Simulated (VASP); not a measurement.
Set up this calculation in VASP 6.6.1, as the native input.

```
Task                   : single point
Functional             : PBEsol
Potentials or basis    : VASP PAW PBE potentials, release 64 (Te, Ti_sv)
Cutoff                 : 520 eV
k mesh                 : 8 × 8 × 4
Occupations            : fermi-dirac, width 0.05 eV
Spin                   : no spin polarisation
Ladder                 : free
Further INCAR settings : ALGO = Normal; EDIFF = 1e-07; NBANDS = 26
```

The structure of TiTe lies in POSCAR:

```
TiTe
1.0
    3.8420000000      0.0000000000      0.0000000000
   -1.9210000000      3.3272696013      0.0000000000
    0.0000000000      0.0000000000      6.4030000000
Te Ti
2 2
Direct
    0.6780480000      0.3333160000      0.7564290000
    0.3395530000      0.6661550000      0.2463310000
    0.0056240000      0.0033350000      0.4986600000
   -0.0102310000     -0.0019290000      0.0013040000
```

The cell isn't the ideal one: atoms moved at random, drawn with an rms of 0.05 Å.

These files were run (other wordings do the same):

INCAR

```
PREC = Accurate
ENCUT = 520
EDIFF = 1E-7
ISMEAR = -1
SIGMA = 0.05
LREAL = F
LASPH = T
NELM = 80
ALGO = Normal
ISIF = 2
LWAVE = F
LCHARG = F
GGA = PS
NBANDS = 26
```

KPOINTS

```
regular mesh
0
Gamma
  8 8 4
```

Potentials or basis: VASP PAW PBE potentials, release 64 (Te, Ti_sv).

Launch:

```sh
$ cat potpaw_PBE.64/Te/POTCAR potpaw_PBE.64/Ti_sv/POTCAR > POTCAR
$ mpirun -np 1 vasp_std > vasp.out
```

Results of the run:

The pressure is 3.8 GPa and the largest force is 0.677 eV/Å. The band gap on the k mesh is none (metal or under the smearing width).

Caveat: the PAW data sets were made with another functional, which shifts forces and pressure a little.

Wall time 120 s on 1 thread of Intel(R) Xeon(R) 6975P-C (Granite Rapids), with other jobs on the host, peak memory 0.37 GiB.
